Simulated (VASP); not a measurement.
# NbP (I4_1md) in VASP: further runs

Runs on NbP. Level: PBE. Tasks: single point.

Program: VASP 6.6.1. These are calculated values, not measurements. Logs are shortened: lines on timing, memory, paths and dates and some standing lists are left out, and cuts for length are marked.

## 1. The structure

Symmetry: I4_1md, No. 109, tetragonal system. The conventional cell has a = 3.350 Å, b = 3.350 Å, c = 11.480 Å, α = 90.00°, β = 90.00°, γ = 90.00°. Around Nb (site symmetry 2mm) lie 6 P at 2.55 Å. P (site symmetry 2mm) has 6 Nb at 2.55 Å as nearest neighbours.

The cell is a database's computed one.

## 2. Single point, PBE

INCAR reads:

```
SYSTEM = NbP
PREC = Accurate
ENCUT = 520
EDIFF = 1E-7
ISMEAR = 0
SIGMA = 0.1
LREAL = .False.
LASPH = .True.
NELM = 80
ALGO = Normal
ISIF = 2
LWAVE = .False.
LCHARG = .False.
GGA = PE
NBANDS = 26
```

KPOINTS reads:

```
Automatic mesh
0
Gamma
  12 12 12
  0 0 0
```

POSCAR reads:

```
NbP
1.0
   -1.6749232500      1.6749232500      5.7401081800
    1.6749232500     -1.6749232500      5.7401081800
    1.6749232500      1.6749232500     -5.7401081800
Nb P
2 2
Direct
    0.7498808000      0.7498808000      0.0000000000
    0.4998808000      0.9998808000      0.5000000000
    0.3327477700      0.3327477700      0.0000000000
    0.0827477800      0.5827477800      0.5000000000
```

Potentials or basis: VASP PAW PBE potentials, release 64 (Nb_sv, P).

The run is started by

```sh
> cat potpaw_PBE.64/Nb_sv/POTCAR potpaw_PBE.64/P/POTCAR > POTCAR
> mpirun -np 1 vasp_std > vasp.out
```

OUTCAR:

```text
SYSTEM = NbP
   PREC = Accurate
   ENCUT = 520
   EDIFF = 1E-7
   ISMEAR = 0
   LREAL = .False.
   LASPH = .True.
   NELM = 80
   ISIF = 2
   GGA = PE

 ion  position               nearest neighbor table
   1  0.750  0.750  0.000-   4 2.55   4 2.55   3 2.55   3 2.55   3 2.55   3 2.55
   2  0.500  1.000  0.500-   3 2.55   3 2.55   4 2.55   4 2.55   4 2.55   4 2.55
   3  0.333  0.333  0.000-   2 2.55   2 2.55   1 2.55   1 2.55   1 2.55   1 2.55
   4  0.083  0.583  0.500-   1 2.55   1 2.55   2 2.55   2 2.55   2 2.55   2 2.55

  LATTYP: Found a body centered tetragonal cell.
 ALAT       =     3.3498465000
 C/A-ratio  =     3.4270872889

  Lattice vectors:

 A1 = (  -1.6749232500,   1.6749232500,   5.7401081800)
 A2 = (   1.6749232500,  -1.6749232500,   5.7401081800)
 A3 = (   1.6749232500,   1.6749232500,  -5.7401081800)

Analysis of symmetry for initial positions (statically):
=====================================================================
 Subroutine PRICEL returns:
 Original cell was already a primitive cell.

 Routine SETGRP: Setting up the symmetry group for a
 body centered tetragonal supercell.

 Subroutine GETGRP returns: Found  8 space group operations
 (whereof  4 operations were pure point group operations)
 out of a pool of 16 trial point group operations.

The static configuration has the point symmetry C_2v.
 The point group associated with its full space group is C_4v.

Analysis of symmetry for dynamics (positions and initial velocities):
=====================================================================
 Subroutine PRICEL returns:
 Original cell was already a primitive cell.

 Routine SETGRP: Setting up the symmetry group for a
 body centered tetragonal supercell.

 Subroutine GETGRP returns: Found  8 space group operations
 (whereof  4 operations were pure point group operations)
 out of a pool of 16 trial point group operations.

The dynamic configuration has the point symmetry C_2v.
 The point group associated with its full space group is C_4v.

 Subroutine INISYM returns: Found  8 space group operations
 (whereof  4 operations are pure point group operations),
 and found     1 'primitive' translations

----------------------------------------------------------------------------------------

                                     Primitive cell

  volume of cell :      64.4125

  direct lattice vectors                    reciprocal lattice vectors
    -1.674923250  1.674923250  5.740108180     0.000000000  0.298521141  0.087106372
     1.674923250 -1.674923250  5.740108180     0.298521141  0.000000000  0.087106372
     1.674923250  1.674923250 -5.740108180     0.298521141  0.298521141  0.000000000

  length of vectors
     6.209635875  6.209635875  6.209635875     0.310970082  0.310970082  0.422172647

  position of ions in fractional coordinates (direct lattice)
     0.749880800  0.749880800  0.000000000
     0.499880800  0.999880800  0.500000000
     0.332747770  0.332747770  0.000000000
     0.082747780  0.582747780  0.500000000

  ion indices of the primitive-cell ions
   primitive index   ion index
                 1           1
                 2           2
                 3           3
                 4           4

----------------------------------------------------------------------------------------

 KPOINTS: Automatic mesh

Automatic generation of k-mesh.
 Grid dimensions read from file:
 generate k-points for:   12   12   12

 Generating k-lattice:

  Cartesian coordinates                     Fractional coordinates (reciprocal lattice)
     0.000000000  0.024876762  0.007258864     0.083333333 -0.000000000  0.000000000
     0.024876762  0.000000000  0.007258864    -0.000000000  0.083333333  0.000000000
     0.024876762  0.024876762  0.000000000     0.000000000  0.000000000  0.083333333

  Length of vectors
     0.025914173  0.025914173  0.035181054

  Shift w.r.t. Gamma in fractional coordinates (k-lattice)
     0.000000000  0.000000000  0.000000000

 Subroutine IBZKPT returns following result:
 ===========================================

 Found    163 irreducible k-points:

 Following reciprocal coordinates:
            Coordinates               Weight
  0.000000  0.000000  0.000000      1.000000
  0.083333  0.000000  0.000000      8.000000
  0.166667  0.000000 -0.000000      8.000000
  0.250000  0.000000 -0.000000      8.000000
  0.333333  0.000000 -0.000000      8.000000
  0.416667  0.000000 -0.000000      8.000000
[... 16 lines left out ...]
  0.500000  0.166667 -0.000000     16.000000
 -0.416667  0.166667  0.000000     16.000000
 [... further k-points ...]
   k-points           NKPTS =    163   k-points in BZ     NKDIM =    163   number of bands    NBANDS=     26
   number of dos      NEDOS =    301   number of ions     NIONS =      4
   total plane-waves  NPLWV = 110592
   dimension x,y,z NGX =    48 NGY =   48 NGZ =   48
   dimension x,y,z NGXF=    96 NGYF=   96 NGZF=   96
   ions per type =               2   2
   NGX,Y,Z   is equivalent  to a cutoff of  12.85, 12.85, 12.85 a.u.
   NGXF,Y,Z  is equivalent  to a cutoff of  25.70, 25.70, 25.70 a.u.
 SYSTEM =  NbP
   PREC   = accura    normal or accurate (medium, high low for compatibility)
   ISTART =      0    job   : 0-new  1-cont  2-samecut
   ICHARG =      2    charge: 1-file 2-atom 10-const
   ISPIN  =      1    spin polarized calculation?
   LNONCOLLINEAR =      F non collinear calculations
   LSORBIT =      F    spin-orbit coupling
   LASPH  =      T    aspherical Exc in radial PAW
   ENCUT  =  520.0 eV  38.22 Ry    6.18 a.u.  11.55 11.55 11.55*2*pi/ulx,y,z
   NELM   =     80;   NELMIN=  2; NELMDL= -5     # of ELM steps
   EDIFF  = 0.1E-06   stopping-criterion for ELM
   LREAL  =      F    real-space projection
   EDIFFG = 0.1E-05   stopping-criterion for IOM
   NSW    =      0    number of steps for IOM
   IBRION =     -1    ionic relax: 0-MD 1-quasi-New 2-CG
   NFREE  =      0    steps in history (QN), initial steepest desc. (CG)
   ISIF   =      2    stress and relaxation
   ISYM   =      2    0-nonsym 1-usesym 2-fastsym
   POTIM  = 0.5000    time-step for ionic-motion
   TEBEG  =    0.0;   TEEND  =   0.0 temperature during run
   PSTRESS=    0.0 pullay stress
   NELECT =      36.0000    total number of electrons
   NUPDOWN=      -1.0000    fix difference up-down
   EMIN   =  10.00;   EMAX   =-10.00  energy-range for DOS
   EFERMI =   0.00;   METHOD = LEGACY
   ISMEAR =     0;   SIGMA  =   0.10  broadening in eV -4-tet -1-fermi 0-gaus
   EFERMI_NEDOS =   21; number of points for ismear=-14 and -15
   IALGO  =     38    algorithm
   IMIX   =      4    mixing-type and parameters
     AMIX     =   0.40;   BMIX     =  1.00
     AMIX_MAG =   1.60;   BMIX_MAG =  1.00
  volume/ion in A,a.u.               =      16.10       108.67
  Fermi-wavevector in a.u.,A,eV,Ry     =   1.348504  2.548304 24.741706  1.818464
  Thomas-Fermi vector in A             =   2.476168
   LORBIT       =      0    0 simple, 1 ext, 2 COOP (PROOUT), +10 PAW based schemes
   GGA     = PE    functional components
   LHFCALC =     F    Hartree Fock is set to
   AEXX    =    0.0000 exact exchange contribution
   IVDW    =     0    specifies the selected vdW correction
   LEPSILON=     F    determine dielectric tensor
   LRPA    =     F    only Hartree local field effects (RPA)
 non-spin polarized calculation
 Gauss-broadening in eV      SIGMA  =   0.10
  energy-cutoff  :      520.00
  volume of cell :       64.41
 maximum number of plane-waves:      1752
 NGX is ok and might be reduce to    48
   NGX = 23   NGY = 23   NGZ = 23

 number of electron      35.9999999 magnetization

 Free energy of the ion-electron system (eV)
  ---------------------------------------------------
  ext. energy  EPLUGINS =         0.00000000
  ---------------------------------------------------
  free energy    TOTEN  =       -35.31601718 eV

  energy without entropy =      -35.31272018  energy(sigma->0) =      -35.31436868

 E-fermi :  10.5545     XC(G=0): -11.9882

 val. band max:       10.5459984922   @ k =  -0.1667   0.3333   0.1667
 cond. band min:      10.5585370931   @ k =  -0.0833   0.5000   0.0833
 fundamental gap:      0.0125386009
 Fermi energy:        10.5545045331

 k-point     1 :       0.0000    0.0000    0.0000
  band No.  band energies     occupation
      1     -44.3917      2.00000
      2     -44.3549      2.00000
      3     -20.6504      2.00000
      4     -20.4524      2.00000
      5     -20.4524      2.00000
      6     -20.3105      2.00000
[... 18 lines left out ...]
     25      14.6249      0.00000
     26      14.6249      0.00000

 k-point     2 :       0.0833    0.0000    0.0000
  band No.  band energies     occupation
      1     -44.3901      2.00000
      2     -44.3543      2.00000
      3     -20.6441      2.00000
      4     -20.4709      2.00000
      5     -20.4510      2.00000
      6     -20.3291      2.00000
[... 18 lines left out ...]
     25      14.6252      0.00000
     26      14.9566      0.00000

 k-point     3 :       0.1667    0.0000   -0.0000
  band No.  band energies     occupation
      1     -44.3855      2.00000
      2     -44.3525      2.00000
      3     -20.6287      2.00000
      4     -20.5185      2.00000
      5     -20.4470      2.00000
      6     -20.3760      2.00000
[... 18 lines left out ...]
     25      14.9766      0.00000
     26      15.6913      0.00000

 k-point     4 :       0.2500    0.0000   -0.0000
  band No.  band energies     occupation
      1     -44.3791      2.00000
      2     -44.3503      2.00000
      3     -20.6277      2.00000
      4     -20.5624      2.00000
      5     -20.4414      2.00000
      6     -20.4349      2.00000
[... 18 lines left out ...]
     25      15.2710      0.00000
     26      16.4199      0.00000
[... 496 lines left out ...]
      1     -44.3607      2.00000
      2     -44.3457      2.00000
      3     -20.7131      2.00000
      4     -20.5623      2.00000
      5     -20.5016      2.00000
      6     -20.4604      2.00000
[... 18 lines left out ...]
     25      15.1363      0.00000
     26      16.2237      0.00000

 k-point    23 :       0.5000    0.1667   -0.0000
  band No.  band energies     occupation
      1     -44.3598      2.00000
      2     -44.3443      2.00000
      3     -20.7300      2.00000
      4     -20.5721      2.00000
      5     -20.5027      2.00000
      6     -20.4629      2.00000
[... 18 lines left out ...]
     25      14.9571      0.00000
     26      16.5319      0.00000

 k-point    24 :      -0.4167    0.1667    0.0000
  band No.  band energies     occupation
      1     -44.3627      2.00000
      2     -44.3436      2.00000
      3     -20.7124      2.00000
      4     -20.5624      2.00000
      5     -20.5057      2.00000
      6     -20.4751      2.00000
[... 18 lines left out ...]
     25      14.9906      0.00000
     26      16.8350      0.00000

 [... further k-points ...]

------------------------ aborting loop because EDIFF is reached ----------------------------------------

  FORCE on cell =-STRESS in cart. coord.  units (eV):
  Direction    XX          YY          ZZ          XY          YZ          ZX
  --------------------------------------------------------------------------------------
  -------------------------------------------------------------------------------------
  Total       -0.5489197     -0.5489197     -0.6588554      0.0000000      0.0000000      0.0000000
  in kB      -13.6536725    -13.6536725    -16.3881817      0.0000000      0.0000000      0.0000000
  external PRESSURE =     -14.5651756 kB  Pullay stress =       0.0000000 kB

 VOLUME and BASIS-vectors are now :
 -----------------------------------------------------------------------------
  energy-cutoff  :      520.00
  volume of cell :       64.41
      direct lattice vectors                 reciprocal lattice vectors
    -1.674923250  1.674923250  5.740108180     0.000000000  0.298521141  0.087106372
     1.674923250 -1.674923250  5.740108180     0.298521141  0.000000000  0.087106372
     1.674923250  1.674923250 -5.740108180     0.298521141  0.298521141  0.000000000

 POSITION                                       TOTAL-FORCE (eV/Angst)
 -----------------------------------------------------------------------------------
      0.00000      0.00000      8.60879         0.000000     -0.000000      0.014633
      1.67492      0.00000      5.73874        -0.000000      0.000000      0.014633
      0.00000      0.00000      3.82002        -0.000000      0.000000     -0.014633
      1.67492      0.00000      0.94996         0.000000     -0.000000     -0.014633
 -----------------------------------------------------------------------------------
    total drift:                               -0.000000     -0.000000      0.000144

  FREE ENERGIE OF THE ION-ELECTRON SYSTEM (eV)
  ---------------------------------------------------
  free  energy   TOTEN  =       -35.3160171838 eV

  energy  without entropy=      -35.3127201823  energy(sigma->0) =      -35.31436868
```

Wall time 9.4 min (1 thread of Intel Xeon Platinum 8259CL at 2.50GHz (Skylake/Cascade Lake), shared host); peak memory 0.47 GiB.

What came out:

```yaml
Free_energy: -35.3160 eV
Pressure: -1.5 GPa
Largest_force: 0.015 eV/Å
Band_gap_on_the_k_mesh: none (metal or under the smearing width)
```

Forces on the atoms (eV/Å):
```
Nb   0.000  0.000  0.015
Nb   0.000  0.000  0.015
P    0.000  0.000 -0.015
P    0.000  0.000 -0.015
```

## 3. Single point, PBE

INCAR, as its differences from that of step 2:

```diff
@@ -2,3 +2,3 @@
 PREC = Accurate
-ENCUT = 520
+ENCUT = 600
 EDIFF = 1E-7
```

KPOINTS is that of step 2.

POSCAR is that of step 2.

Potentials or basis: VASP PAW PBE potentials, release 64 (Nb_sv, P).

The run is started by

```sh
> cat potpaw_PBE.64/Nb_sv/POTCAR potpaw_PBE.64/P/POTCAR > POTCAR
> mpirun -np 1 vasp_std > vasp.out
```

OUTCAR:

```text
SYSTEM = NbP
   PREC = Accurate
   ENCUT = 600
   EDIFF = 1E-7
   ISMEAR = 0
   LREAL = .False.
   LASPH = .True.
   NELM = 80
   ISIF = 2
   GGA = PE

 ion  position               nearest neighbor table
   1  0.750  0.750  0.000-   4 2.55   4 2.55   3 2.55   3 2.55   3 2.55   3 2.55
   2  0.500  1.000  0.500-   3 2.55   3 2.55   4 2.55   4 2.55   4 2.55   4 2.55
   3  0.333  0.333  0.000-   2 2.55   2 2.55   1 2.55   1 2.55   1 2.55   1 2.55
   4  0.083  0.583  0.500-   1 2.55   1 2.55   2 2.55   2 2.55   2 2.55   2 2.55

  LATTYP: Found a body centered tetragonal cell.
[... 900 lines left out ...]
  --------------------------------------------------------------------------------------
  -------------------------------------------------------------------------------------
  Total       -0.5400516     -0.5400516     -0.6492972      0.0000000      0.0000000      0.0000000
  in kB      -13.4330902    -13.4330902    -16.1504344      0.0000000      0.0000000      0.0000000
  external PRESSURE =     -14.3388716 kB  Pullay stress =       0.0000000 kB

 VOLUME and BASIS-vectors are now :
 -----------------------------------------------------------------------------
  energy-cutoff  :      600.00
  volume of cell :       64.41
      direct lattice vectors                 reciprocal lattice vectors
    -1.674923250  1.674923250  5.740108180     0.000000000  0.298521141  0.087106372
     1.674923250 -1.674923250  5.740108180     0.298521141  0.000000000  0.087106372
     1.674923250  1.674923250 -5.740108180     0.298521141  0.298521141  0.000000000

 POSITION                                       TOTAL-FORCE (eV/Angst)
 -----------------------------------------------------------------------------------
      0.00000      0.00000      8.60879        -0.000000      0.000000      0.014630
      1.67492      0.00000      5.73874         0.000000     -0.000000      0.014630
      0.00000      0.00000      3.82002         0.000000      0.000000     -0.014630
      1.67492      0.00000      0.94996        -0.000000     -0.000000     -0.014630
 -----------------------------------------------------------------------------------
    total drift:                               -0.000000     -0.000000      0.000189

  FREE ENERGIE OF THE ION-ELECTRON SYSTEM (eV)
  ---------------------------------------------------
  free  energy   TOTEN  =       -35.3161251007 eV

  energy  without entropy=      -35.3128280774  energy(sigma->0) =      -35.31447659
```

stdout:

```text
POSCAR found type information on POSCAR NbP
 POSCAR found :  2 types and       4 ions
 scaLAPACK will be used
 LDA part: xc-table for (Slater+PW92), standard interpolation
 POSCAR, INCAR and KPOINTS ok, starting setup
 FFT: planning ... GRIDC
 FFT: planning ... GRID_SOFT
 FFT: planning ... GRID
 WAVECAR not read
 entering main loop
```

It took 15 min on 1 thread of Intel Xeon Platinum 8259CL at 2.50GHz (Skylake/Cascade Lake), shared host; peak memory 0.53 GiB.

Results:

```
Free energy            : -35.3161 eV
Pressure               : -1.4 GPa
Largest force          : 0.015 eV/Å
Band gap on the k mesh : none (metal or under the smearing width)
```

Forces in eV/Å, atoms in the order of the input:
```
Nb   0.000  0.000  0.015
Nb   0.000  0.000  0.015
P    0.000  0.000 -0.015
P    0.000  0.000 -0.015
```

(Continued in part 2 of 2.)
